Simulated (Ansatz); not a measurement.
# ZnGa2O4: the cost of one run

Computed with Ansatz 0.2.0, driven from Python. Level of theory: DFT PBE, plane waves, PAW.

## 1. Starting point

Symmetry: Fd-3m, No. 227, cubic system. The conventional cell has a = 8.342 Å, b = 8.342 Å, c = 8.342 Å, α = 90.00°, β = 90.00°, γ = 90.00°. Zn (site symmetry -43m) is surrounded by 4 O at 1.97 Å. Around Ga (site symmetry -3m) lie 6 O at 1.99 Å. O (site symmetry 3m) is surrounded by 1 Zn at 1.97 Å and 3 Ga at 1.99 Å.

No structure file is read: the coordinates are typed or built in the script.

## 2. Script

Input file relax_znga2o4.py:

```python
import ansatz as az
from ase.data import atomic_numbers
import numpy as np
import spglib

lattice = az.Lattice.of(
    (0.0, 4.171189, 4.171189),
    (4.171189, 0.0, 4.171189),
    (4.171189, 4.171189, 0.0),
)
sites = [
    ('Zn', (0.5, 0.5, 0.5)),
    ('Zn', (0.75, 0.75, 0.75)),
    ('Ga', (0.125, 0.125, 0.625)),
    ('Ga', (0.125, 0.625, 0.125)),
    ('Ga', (0.625, 0.125, 0.125)),
    ('Ga', (0.125, 0.125, 0.125)),
    ('O', (0.886506, 0.340483, 0.886506)),
    ('O', (0.363494, 0.363494, 0.909517)),
    ('O', (0.363494, 0.363494, 0.363494)),
    ('O', (0.909517, 0.363494, 0.363494)),
    ('O', (0.886506, 0.886506, 0.886506)),
    ('O', (0.340483, 0.886506, 0.886506)),
    ('O', (0.363494, 0.909517, 0.363494)),
    ('O', (0.886506, 0.886506, 0.340483)),
]
structure = az.Crystal(lattice=lattice)
for symbol, position in sites:
    structure = structure.atom(symbol, position)

job = (
    structure.calculation()
    .functional('pbe')
    .basis(470)
    .kpoints(4, 4, 4)
    .occupations(az.OccupationsMethod.FIXED)
    .relax(force_tolerance=0.03, random_displacement=True, displacement_amplitude=0.15, displacement_seed=149)
)
steps = []


def collect(event):
    if event['event'] == 'relax_step':
        steps.append(event['data'])


outcome = job.session().plan().execute(on_event=collect)
data = outcome.report
for s in steps:
    flag = '' if s['accepted'] else '  (rejected)'
    print('step %2d  E = %.5f eV  largest force component = %.4f eV/A%s' % (s['step'], s['lagrangian_ev'], s['allowed_force_max_ev_ang'], flag))

first, last = steps[0], steps[-1]
symbols = [site.symbol for site in outcome.lattice.sites]
print(f'energy gained {first["lagrangian_ev"] - last["lagrangian_ev"]:.4f} eV in {len(steps) - 1} steps')

print('relaxed fractional positions')
for site in outcome.lattice.sites:
    print(f'  {site.symbol:2s}', ' '.join(f'{v % 1:8.5f}' for v in np.round(site.position_frac, 5)))

moved = np.linalg.norm(np.array(last['positions_ang']) - np.array(first['positions_ang']), axis=1)
print('displacement by atom (A):', ' '.join(f'{s}:{d:.3f}' for s, d in zip(symbols, moved)))

print('atom   start x y z (A)              end x y z (A)')
for symbol, a, b in zip(symbols, first['positions_ang'], last['positions_ang']):
    print(f'{symbol:3s}', ' '.join(f'{v:8.4f}' for v in a), '  ', ' '.join(f'{v:8.4f}' for v in b))

fractions = [site.position_frac for site in outcome.lattice.sites]
numbers = [atomic_numbers[s] for s in symbols]
for tolerance in (1e-3, 1e-2, 1e-1):
    print(f'space group at {tolerance} A:', spglib.get_spacegroup((outcome.lattice.cell_ang, fractions, numbers), symprec=tolerance))

n_atoms = len(data['lattice']['sites'])
print('F =', round(data['free_energy_ev'], 4), 'eV for', n_atoms, 'atoms')
print('E(sigma -> 0) =', round(data['energy_sigma0_ev'], 4), 'eV, TS =', round(data['entropy_ts_ev'], 5), 'eV')
print('closed by', data['closed_by'], 'after', data['n_iterations'], 'iterations')
```

## 3. The input behind the calls

The engine receives this input:

```yaml
crystal:
  lattice:
    - [0.0, 4.171189, 4.171189]
    - [4.171189, 0.0, 4.171189]
    - [4.171189, 4.171189, 0.0]
  atoms:
    - { symbol: Zn, position: [0.5, 0.5, 0.5] }
    - { symbol: Zn, position: [0.75, 0.75, 0.75] }
    - { symbol: Ga, position: [0.125, 0.125, 0.625] }
    - { symbol: Ga, position: [0.125, 0.625, 0.125] }
    - { symbol: Ga, position: [0.625, 0.125, 0.125] }
    - { symbol: Ga, position: [0.125, 0.125, 0.125] }
    - { symbol: O, position: [0.886506, 0.340483, 0.886506] }
    - { symbol: O, position: [0.363494, 0.363494, 0.909517] }
    - { symbol: O, position: [0.363494, 0.363494, 0.363494] }
    - { symbol: O, position: [0.909517, 0.363494, 0.363494] }
    - { symbol: O, position: [0.886506, 0.886506, 0.886506] }
    - { symbol: O, position: [0.340483, 0.886506, 0.886506] }
    - { symbol: O, position: [0.363494, 0.909517, 0.363494] }
    - { symbol: O, position: [0.886506, 0.886506, 0.340483] }
basis:
  ecutwfc: 470.0
kpoints:
  mp_grid:
    grid: [4, 4, 4]
hamiltonian:
  xc: pbe
scf:
  occupations:
    method: fixed
relax:
  f_tol: 0.03
  random_displacement:
    amplitude: 0.15
    seed: 149
```

## 4. The run

Run with:

```console
$ python relax_znga2o4.py
```

Q: Estimate wall time and peak memory on 1 thread of Arm Neoverse V2, shared host.

About 2.4 min, with a peak of 0.68 GiB.
